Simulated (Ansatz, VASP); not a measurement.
# Cross-check of Al26WN27 (W_Al) between VASP and Ansatz

Aim: how closely do two programs agree when they are given the same cell, functional and k mesh? The cell is taken from a series of runs on this material, whose earlier steps may have relaxed, scaled, displaced or heated it; both programs get it as it stands.

Main program and level: Ansatz 0.2.0; plane waves, with VASP 6.6.1 beside it; single point at r2SCAN.

## Step 1: Starting point

The cell holds 54 atoms: 26 Al, 27 N and 1 W. Its edges and angles: a = 9.269 Å, b = 9.269 Å, c = 9.269 Å, α = 60.0°, β = 60.0°, γ = 60.0°. It derives from AlN (AlN (F-43m)). Nearest the centre at fractional (0.333, 0.667, 0.667): W54 at 0.02 Å, N44 at 1.97 Å, N35 at 1.98 Å, N41 at 1.98 Å, N43 at 1.99 Å, Al16 at 3.12 Å, Al12 at 3.13 Å, Al26 at 3.13 Å. The cell carries charge +1.

Coordinates:

```xyz
54
Lattice="0.0000 6.5542 6.5542 6.5542 0.0000 6.5542 6.5542 6.5542 0.0000" Properties=species:S:1:pos:R:3 pbc="T T T"
Al    6.5551   13.1040    6.5553
Al    2.1815    8.7309    6.5566
Al    4.3986   10.8883    6.5708
Al    8.7357   13.1054    8.7364
Al    4.3672    2.1827    2.1882
Al    6.5501    4.3657    2.1882
Al    4.3986    6.5654   10.8938
Al    6.5501    2.1827    4.3712
Al    8.7237   10.8850   10.8904
Al    6.5507    8.7312    2.1824
Al    2.1958    4.3339    2.2196
Al    4.3928    6.5368    2.2137
Al    2.1958    2.2141    4.3394
Al    4.3672    4.3657    4.3712
Al    6.5152    6.5392    4.3360
Al    4.3928    2.2082    6.5422
Al    6.5152    4.3306    6.5446
Al    6.5517   10.9217    4.3729
Al    2.1802    6.5498    4.3762
Al    4.3614    8.7314    4.3717
Al    8.7343   10.9250    6.5553
Al    4.3612    6.5512    6.5566
Al    6.5184    8.7685    6.5706
Al   10.9156   10.9204    8.7368
Al    6.5184    6.5652    8.7740
Al    8.7215    8.7627    8.7681
N     1.0911    1.0915    1.0970
N     3.2768    3.2790    1.0977
N     5.4595    5.4606    1.0976
N     3.2768    1.0922    3.2845
N     5.4615    3.2771    3.2825
N     7.6463    5.4618    3.2855
N     5.4595    1.0922    5.4661
N     7.6463    3.2801    5.4672
N     9.8852    5.4063    5.4117
N     1.0827    3.2743    3.2797
N     3.2767    5.4606    3.2805
N     5.4558    7.6505    3.2768
N     3.2767    3.2750    5.4660
N     5.4646    5.4618    5.4673
N     7.5907    7.7008    5.4115
N     5.4558    3.2713    7.6559
N     7.5907    5.4061    7.7063
N     9.8734    7.6890    7.6945
N     1.0897    5.4595    5.4650
N     3.2760    7.6458    5.4664
N     5.4586    9.8287    5.4578
N     3.2760    5.4609    7.6512
N     5.4636    7.6465    7.6519
N     7.6451    9.8292    7.6519
N     5.4586    5.4524    9.8341
N     7.6451    7.6464    9.8347
N     9.8349    9.8258    9.8312
W     8.7243    6.5399    6.5453
```

## Step 2: Ansatz: single point, r2SCAN

Ansatz runs on its PAW soft_1 files.

With cell and atoms fixed, the geometry can't cause a difference; cores, projectors, grids and the points listed under the comparison can.

File input.yaml:

```yaml
crystal:
  checkpoint: "../qp1_M2.relax.run"
  host: checkpoint
total_charge: 1
basis:
  ecutwfc: 500
  xc_grid: 2
hamiltonian:
  xc: r2scan
  pseudopotentials: { kind: paw, azcp: { folder: soft_1 } }
kpoints:
  mp_grid: { grid: [2, 2, 2], shift: [0.5, 0.5, 0.5] }
magnetization:
  spin_polarized: true
  initial_magnetization: 2
  spin_locking: { lock_magnetization: hard }
scf:
  occupations: { method: fermi_dirac, width: 0.01 }
  max_iter: 100
output:
  forces: true
  eigenvalues: true
  charged_corrections:
    epsilon: 4.64
    static_epsilon: 8.51
    defect_position: [0.333333, 0.666667, 0.666667]
  eigenstates: { localisation: true }
  populations: true
  efg: {}
  band_densities: [{ bands: [v1, v1] }, { bands: [c1, c1] }]
  write_density: true
  write_potential: true
  volumetric_format: npy
checkpoint:
  read: "../qp1_M2.relax.run"
  write: "../qp1_M2.point.run"
  compress: false
  write_wavefunctions: false
  write_every: 100000
```

Command:

```bash
ansatz run input.yaml --threads 4 --pin off --max-ram 7536MiB --backend cpu --events-out ev --progress --plain --runs-dir out
```

Numbers of over 12 decimals in the logs are rounded to 6 here.

Output:

```text
Warning: This run holds its total moment fixed (magnetization.spin_locking.lock_magnetization: hard) and mixes its density by anderson or broyden (scf.mixing.algorithm, typed or taken by auto). Slabs with a fixed moment have converged under broyden above another state at the same moment, at the default mixing steps and at smaller ones, and under scf.lower_state_search: standard, light or off a state that such a mixer [...]
crystal.checkpoint: the structure is that of <dir>, a `relax` run, at its step 7: its result, under r2scan at a charge of 1 e; 54 atoms read, 1 with a starting moment; crystal.structure_sha256 for this input is
W: output.efg is read without spin–orbit coupling, which moves field gradients at and beside such atoms by some per cent and up to a factor of two; PAW files take it under magnetization.noncollinear and magnetization.spin_orbit
Engine: ansatz 0.2.0, aarch64-unknown-linux-gnu
Pseudopotentials: kind: paw
Pseudopotential: Al, paw, valence charge 3, recommended cutoff 500 eV (meta_gga), soft_1/Al.paw.azcp
Pseudopotential: N, paw, valence charge 5, recommended cutoff 500 eV (meta_gga), soft_1/N.paw.azcp
Pseudopotential: W, paw, valence charge 14, recommended cutoff 500 eV (meta_gga), soft_1/W.paw.azcp
Functional definition: r2SCAN
  parameter k0 = 0.174
  parameter k1 = 0.065
  parameter a1 = 4.9479
  exchange = r2scan_x(k0 = k0, k1 = k1, a1 = a1)
  correlation = r2scan_c
Crystal: 54 atoms, lattice volume = 563.102 Å³
Basis set: ecut = 500 eV, 14331 PW (Γ), exchange–correlation on 144×144×144 points (8 copies of the dense FFT grid, shifted against one another)
Bands: 168, of which v1, the nominal top of the filled ones, is band 113 counted from 1 (112 counted from 0)
Symmetry: 1 space group operations
Space group: P1 (ITA 1), of the structure as read, at distance tolerance 8.3e-5 Å
Magnetic group: BNS 1.1 (UNI 1), of the structure as read, at distance tolerance 8.3e-5 Å
k-points: 4 of 8 (time reversal used)
Non-local potential: Al, projectors of the file, l = 0: 2, l = 1: 2, l = 2: 1
Non-local potential: N, projectors of the file, l = 0: 2, l = 1: 2, l = 2: 1
Non-local potential: W, projectors of the file, l = 0: 3, l = 1: 2, l = 2: 2, l = 3: 1
PAW form: soft (Blöchl's): semilocal exchange-correlation on the pseudo side does not see the compensation charge
PAW frozen core: Al, regenerated for the run's functional (the file was generated under x = pbe(κ = 0.804, μ = 0.219515), c = pbe(β = 0.066725))
PAW frozen core: N, regenerated for the run's functional (the file was generated under x = pbe(κ = 0.804, μ = 0.219515), c = pbe(β = 0.066725))
PAW frozen core: W, regenerated for the run's functional (the file was generated under x = pbe(κ = 0.804, μ = 0.219515), c = pbe(β = 0.066725))
PAW one-centre angular grid: Al, 302 points (default); XC on 160 Gauss nodes
PAW one-centre angular grid: N, 302 points (default); XC on 160 Gauss nodes
PAW one-centre angular grid: W, 590 points (default); XC on 160 Gauss nodes
Initial density: read from a saved state, or passed on in memory by an earlier SCF of this step, an earlier step, the calling program or the single point that the run made first
Stability of the state it starts from, as read at its close in the collinear treatment: not read, because the mixer in use, unlike msr1, does not test its closes by its own steps (another_mixer); its run was given moments
Starting moments: Σ|m| = 2 μB on 1 of 54 sites; this step starts from the density that it was given
Initial wavefunctions: pseudopotential atomic-orbital guess — the wavefunctions supplied were not used: k-point sampling differs
Functional: x = r2scan, c = r2scan; τ floored in thin density (d = 2e-4 eV/Å³)
iter 1 solved again at ethr=2.66e-5 eV; its pass at ethr=3.10e-3 eV (dr2=6.00e-2 eV) is discarded
SCF iter   1: F=—  HF=-34929.820199 eV  |F-HF|=—  |Δ(HF+E_count)|=         —  Δρ=1.81e-3 (↑1.81e-3 ↓1.74e-3)  dr2=6.10e-2  dr2_τ=1.39e-3  dr2_m=5.26e-4  M=2.000 μB ∫|m|=2.138 μB  β_m=1.20  ethr=2.66e-5  ⟨swp⟩=9.4  Hψ=9902  notcnv=0
preconditioner: auto → Resta (q_TF=auto, 2.343 Å⁻¹)  ε∞=3.8  [insulator: Δε(μ)=0.904 eV  Ē_g=13.894 eV  σ=0.010 eV  W_gap=1.00  n_scr=112 (ndim 8)  ℏωp=23.1 eV  f_vac=0.000  D(μ)=0.00/eV (n_scr^D=0)  ε∞_Penn≈3.8]
spin=Collinear: Resta preconditioning applied to the charge; magnetization (m = ρ↑ − ρ↓) channel mixes plain (no charge-response kernel on spin).
[...]
no potential alignment in this run, which stands beside a crystal: run the host's input off ansatz write-host-input, and read the two finished runs by ansatz place-levels (neither reads a slab, a wire or a sheet, whose cell leaves a vacuum)
--- Band table (eV; the first three rows and the last of 8) ---
  k-point 0 ↑: bands = [... 109 lower, 6.7949, 7.0290, 7.0291, 9.7837, 9.7839, 11.2437, 11.4043, 11.4055, ... 51 higher]
  k-point 1 ↑: bands = [... 109 lower, 6.8015, 6.8839, 6.9775, 9.8447, 9.9216, 10.8324, 11.3324, 11.3839, ... 51 higher]
  k-point 2 ↑: bands = [... 109 lower, 6.8018, 6.8839, 6.9775, 9.8445, 9.9218, 10.8327, 11.3326, 11.3834, ... 51 higher]
  k-point 3 ↓: bands = [... 109 lower, 6.8131, 6.8909, 6.9866, 11.0076, 11.5899, 11.6263, 11.9044, 11.9561, ... 51 higher]
--- Löwdin populations: 54 sites ---
  site symbol       q [e]    m [muB]
     0     Al      1.8776     0.0003
     1      N      6.0392     0.0001
     2     Al      1.8781     0.0003
     3      N      6.0399     0.0003
     4     Al      1.8953     0.0107
     5      N      6.0399     0.0004
     6     Al      1.8780     0.0003
     7      N      6.0399     0.0003
     8     Al      1.8830    -0.0002
     9      N      6.0366    -0.0001
    10     Al      1.8831    -0.0001
    11      N      6.0392     0.0001
    12     Al      1.8953     0.0107
    13      N      6.0399     0.0004
    14     Al      1.8831    -0.0001
    15      N      6.0391     0.0001
    16     Al      1.8955     0.0117
    17      N      5.8902     0.0329
    18     Al      1.8694     0.0013
    19      N      6.0453     0.0044
    20     Al      1.8953     0.0107
    21      N      6.0399     0.0004
    22     Al      1.8946     0.0114
    23      N      6.0463     0.0043
[...]
46     Al      1.8953     0.0107
    47      N      6.0398     0.0004
    48     Al      1.8694     0.0013
    49      N      6.0454     0.0044
    50     Al      1.8953     0.0107
    51      N      6.0398     0.0004
    52     Al      1.8945     0.0114
    53      N      6.0464     0.0043
  spilling = 0.007527 (of n_electrons = 226.000000)
--- Band densities, each state counted as filled ---
  window                                       electrons  max residual (eV)  cut levels
  bands: [v1, v1]                    1.000000 + 1.000000             2.0e-4           1
  bands: [c1, c1]                    1.000000 + 1.000000             2.0e-4           2
```

## Step 3: VASP: single point, r2SCAN

The same cell, functional, mesh and smearing now go to VASP, with its own data sets.

Lines of VASP's logs that name or quote its potential files are left out, and so is its time.

File INCAR:

```
SYSTEM = Al26WN27
PREC = Accurate
ENCUT = 580
EDIFF = 1E-06
NELM = 200
ISMEAR = -1
SIGMA = 0.01
LREAL = Auto
ALGO = Normal
METAGGA = R2SCAN
LASPH = .TRUE.
NELECT = 218
NBANDS = 152
ISPIN = 2
MAGMOM = 0 0 0 0 -0 -0 0 -0 0 0 0 0 0 -0 0 0 0 0 0 0 0 0 0 0 0 0 0 0 0 0 -0 -0 0 -0 0.03 0 0 0 0 -0 0.03 0 0.03 0.03 0 0 0 0 0 0 0 0 0 0.79
LMAXMIX = 4
LORBIT = 11
LWAVE = .FALSE.
LCHARG = .FALSE.
ISIF = 2
ISYM = 0
NUPDOWN = 2
GGA_COMPAT = .FALSE.
LMIXTAU = .TRUE.
KPAR = 4
```

File POSCAR:

```
Al26WN27
1.0
    0.0000000000      6.5541898631      6.5541898631
    6.5541898631      0.0000000000      6.5541898631
    6.5541898631      6.5541898631      0.0000000000
Al N W
26 27 1
Direct
    0.9996801635      0.0004854234      0.9996551793
    0.9998229236      0.0005484437      0.3322923846
    0.9963541084      0.0061857146      0.6649245449
    0.9998229236      0.3331226286      0.9997181996
    0.0002796476      0.3335773264      0.3327470824
    0.0002886029      0.3335709167      0.6658103492
    0.9963541084      0.6657547890      0.0053554705
    0.0002886029      0.6666405932      0.3327406727
    0.9956807312      0.6659196079      0.6650893638
    0.3328341877      0.0001503974      0.9993201534
    0.3324367406      0.0062153453      0.3288104094
    0.3324325849      0.0053156755      0.6649097224
    0.3324367406      0.3296406535      0.0053851013
    0.3333464709      0.3335783044      0.3327480603
    0.3326138602      0.3289550692      0.6650943455
    0.3324325849      0.6657399665      0.0044854314
    0.3326138602      0.6659245895      0.3281248251
    0.6669650941      0.0002277377      0.9993974936
    0.6671979964      0.0004979461      0.3321378784
    0.6668775305      0.0001311229      0.6653069487
    0.6671979964      0.3329681224      0.9996677020
    0.6672569058      0.3331149629      0.3322847188
    0.6729106478      0.3295963684      0.6649404806
    0.6668775305      0.6661371927      0.9993008788
    0.6729106478      0.6657707247      0.3287661243
    0.6720382199      0.6657519480      0.6649217039
    0.0837168925      0.0836539340      0.0828236900
    0.0839110409      0.0835664907      0.4163836757
    0.0838215156      0.0836453587      0.7493285441
    0.0839110409      0.4172139198      0.0827362466
    0.0837671364      0.4170578426      0.4162275986
    0.0839940880      0.4172952391      0.7493353587
    0.0838215156      0.7501587881      0.0828151147
    0.0839940880      0.7501656028      0.4164649950
    0.0711590570      0.7545289144      0.7536986702
    0.4173879449      0.0830090076      0.0821787635
    0.4168626584      0.0836506253      0.4162850276
    0.4174017554      0.0825501309      0.7498681018
    0.4168626584      0.4171152716      0.0828203813
    0.4168707181      0.4172932523      0.4164630082
    0.4212320038      0.4044305970      0.7537144471
    0.4174017554      0.7506983459      0.0817198869
    0.4212320038      0.7545446912      0.4036003530
    0.4203519384      0.7536278711      0.7527976270
    0.7502677507      0.0835447567      0.0827145127
    0.7503717836      0.0836531883      0.4161778185
    0.7497420958      0.0829766583      0.7498575506
    0.7503717836      0.4170080625      0.0828229442
    0.7502667129      0.4172174069      0.4163871629
    0.7503620957      0.4171153522      0.7493251919
    0.7497420958      0.7506877947      0.0821464143
    0.7503620957      0.7501554360      0.4162851081
    0.7492968044      0.7506946432      0.7498643992
    0.3326798387      0.6659669818      0.6651367377
```

File KPOINTS:

```
Points of the shifted mesh
8
Reciprocal
 0.2500000000  0.2500000000  0.2500000000 1
 0.2500000000  0.2500000000  0.7500000000 1
 0.2500000000  0.7500000000  0.2500000000 1
 0.2500000000  0.7500000000  0.7500000000 1
 0.7500000000  0.2500000000  0.2500000000 1
 0.7500000000  0.2500000000  0.7500000000 1
 0.7500000000  0.7500000000  0.2500000000 1
 0.7500000000  0.7500000000  0.7500000000 1
```

The projector-augmented-wave data sets are Al, N and W (PBE family, release 64).

Command:

```bash
mpirun -np 8 vasp_std
```

Output:

```text
[banner, memory and clock lines left out]
running    8 mpi-ranks, on    1 nodes
[...]
|                                                                             |
|           W    W    AA    RRRRR   N    N  II  N    N   GGGG   !!!           |
|           W    W   A  A   R    R  NN   N  II  NN   N  G    G  !!!           |
|           W    W  A    A  R    R  N N  N  II  N N  N  G       !!!           |
|           W WW W  AAAAAA  RRRRR   N  N N  II  N  N N  G  GGG   !            |
|           WW  WW  A    A  R   R   N   NN  II  N   NN  G    G                |
|           W    W  A    A  R    R  N    N  II  N    N   GGGG   !!!           |
|                                                                             |
|     For optimal performance we recommend to set                             |
|       NCORE = 2 up to number-of-cores-per-socket                            |
|     NCORE specifies how many cores store one orbital (NPAR=cpu/NCORE).      |
|     This setting can greatly improve the performance of VASP for DFT.       |
[...]
DAV:   5    -0.684423640127E+03   -0.49265E-01   -0.49207E-01  6032   0.197E+00BRMIX: very serious problems
 the old and the new charge density differ
 old charge density:   219.00000 new  218.00000
BRMIX: very serious problems
 the old and the new charge density differ
 old charge density:   219.00000 new  218.00000
BRMIX: very serious problems
 the old and the new charge density differ
 old charge density:   219.00000 new  218.00000
BRMIX: very serious problems
 the old and the new charge density differ
 old charge density:   219.00000 new  218.00000
    0.571E+01
DAV:   6    -0.581608922542E+03    0.10281E+03   -0.25314E+02  5928   0.355E+01    0.224E+01
DAV:   7    -0.562965990264E+03    0.18643E+02   -0.30554E+01  6288   0.167E+01    0.218E+01
DAV:   8    -0.565234352479E+03   -0.22684E+01   -0.38749E+00  5464   0.610E+00    0.124E+01
DAV:   9    -0.563980706556E+03    0.12536E+01   -0.19197E+00  5616   0.477E+00    0.394E+00
[...]
DAV:  18    -0.565164738534E+03   -0.52902E-05   -0.10795E-05  5624   0.112E-02    0.622E-03
DAV:  19    -0.565164736757E+03    0.17764E-05   -0.22248E-06  3880   0.601E-03    0.410E-03
DAV:  20    -0.565164736492E+03    0.26549E-06   -0.67028E-07  2912   0.297E-03
   1 F= -.56516474E+03 E0= -.56516474E+03  d E =-.653106E-11  mag=     2.0000
```

From OUTCAR (step 3):

```text
  FREE ENERGIE OF THE ION-ELECTRON SYSTEM (eV)
  ---------------------------------------------------
  free  energy   TOTEN  =      -565.1647364918 eV

  energy  without entropy=     -565.1647364918  energy(sigma->0) =     -565.16473649

 magnetization (x)
# of ion       s       p       d       tot
------------------------------------------
    1        0.000  -0.000   0.000  -0.000
    2        0.000  -0.000   0.000  -0.000
    3        0.003   0.004   0.000   0.007
    4        0.000  -0.000   0.000  -0.000
    5       -0.000  -0.000   0.000  -0.000
    6       -0.000  -0.000   0.000  -0.000
    7        0.003   0.004   0.000   0.007
    8       -0.000  -0.000   0.000  -0.000
    9        0.003   0.004   0.000   0.008
   10        0.000   0.000   0.000   0.000
   11        0.003   0.004   0.000   0.007
   12        0.003   0.004   0.000   0.007
   13        0.003   0.004   0.000   0.007
[...]
--------------------------------------------------
tot          0.062   0.158   1.560   1.781
```

The cell holds one magnetic atom, so no antiferromagnetic order fits into it. The cell is charged against a uniform background. The PAW data sets were made with PBE, which is usual practice but a small mismatch for other functionals. The data set W keeps the semicore shell frozen, which is cheaper and a little less accurate.

## Step 4: Side by side

Known differences besides the potentials themselves: VASP starts from the moments at which Ansatz ended; VASP keeps PBE cores, Ansatz makes them for the functional; the cutoff is 500 eV in Ansatz and 580 eV in VASP (PREC = Accurate, projectors in real space); site moments are counted in spheres of each program's own size. Total energies have different zeros and are not compared.

The two programs side by side:

| quantity | Ansatz | VASP | difference |
| --- | --- | --- | --- |
| total moment, fixed by the input (μB) | 2.00 | 2.00 | 0.00 |
| moment on W54 (μB) | 0.79 | 1.58 | -0.79 |

Forces on 7 of the 54 atoms, those with the largest forces and the largest differences (eV/Å; atoms numbered as in POSCAR):

| atom | Ansatz x, y, z | VASP x, y, z |
| --- | --- | --- |
| Al9 | 0.025, 0.069, 0.071 | 0.023, 0.075, 0.079 |
| Al15 | 0.070, 0.027, 0.072 | 0.083, 0.017, 0.080 |
| Al17 | 0.070, 0.071, 0.028 | 0.085, 0.078, 0.020 |
| N35 | -0.009, -0.058, -0.059 | 0.059, -0.126, -0.127 |
| N41 | -0.057, -0.009, -0.057 | -0.126, 0.059, -0.127 |
| N43 | -0.059, -0.058, -0.010 | -0.126, -0.126, 0.058 |
| N44 | 0.027, 0.027, 0.024 | 0.090, 0.087, 0.087 |

The forces differ by 19 meV/Å r.m.s., which is 38.3 % of the r.m.s. force of 0.050 eV/Å (both taken over all components). The cell carries a charge of +1 e against a uniform background, so its pressure also hangs on how the neutralising background is counted, and in a defect's cell a gap may be the spacing between its levels. The total moments and the pattern agree; the site moments differ because the programs count them in spheres of different size.

## Step 5: What came out

| Item | Value |
| --- | --- |
| r.m.s. force difference (single point, r2SCAN) | 19 meV/Å |

What this shows: The r.m.s. force difference is 19 meV/Å (single point, r2SCAN), beyond the 12 meV/Å picked in this series as the mark of a large difference. The data sets hold unlike numbers of valence electrons (226 in Ansatz and 218 in VASP), so part of the differences comes from the potentials. What causes the difference of the single point, r2SCAN pair stays open here. Such differences can come from data sets, numerical settings and the points named under the comparisons, not from the functional's error against experiment.

[Lines on the potential files, build, host, timing and source positions are cut from VASP's logs without a mark.]

[Logs are printed without paths, hosts, clocks, repeated set-up lines and the standing remarks that a program may print on its own settings, such as how far it seeks lower states.]

[Hosts, paths, dates, database ids (printed as entryN), source tags and the programs' standing remarks are cut or masked in the printed files.]
